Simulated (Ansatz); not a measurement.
# S, a known structure type with other elements, at an estimated volume

```
S
1.0
     2.30689    1.57399    0.00000
     2.30689   -1.57399    0.00000
     0.00000    0.00000   -7.24601
S
4
Direct
  0.19400 0.80600 0.87200
  0.30600 0.69400 0.37200
  0.80600 0.19400 0.12800
  0.69400 0.30600 0.62800
```

Level: PBE, no spin polarisation; 420 eV; 10×10×4 Γ-centred mesh; methfessel-paxton occupations (width 0.051 eV); Ansatz 0.2.0, fixed geometry.

Question: Is the cell too large or too small?

Answer: The pressure is 26.3 GPa (compression positive), so with the atoms held at these fractions the cell would first expand. The principal stresses 19.7, 27.2, 32.0 GPa differ, so its shape would change too.

Question: Which atom feels the largest force, and which way?

Answer: The largest is on S3 (and as large on other atoms): 0.46 eV/Å, components (0.00, -0.14, 0.44). It makes 51° with the line to a nearest neighbour, S1 at 2.22 Å.

Question: Is there a gap?

Answer: It is a metal, with about 2.2 states/eV a cell as the mean within 0.25 eV of the Fermi level, mostly S p (90 %).

Origin: a known structure type with other elements, at an estimated volume, so it need not be a known compound. Caveats: many states at the Fermi level without spin polarisation, so a magnetic state may lie lower; atoms or cell far from equilibrium.
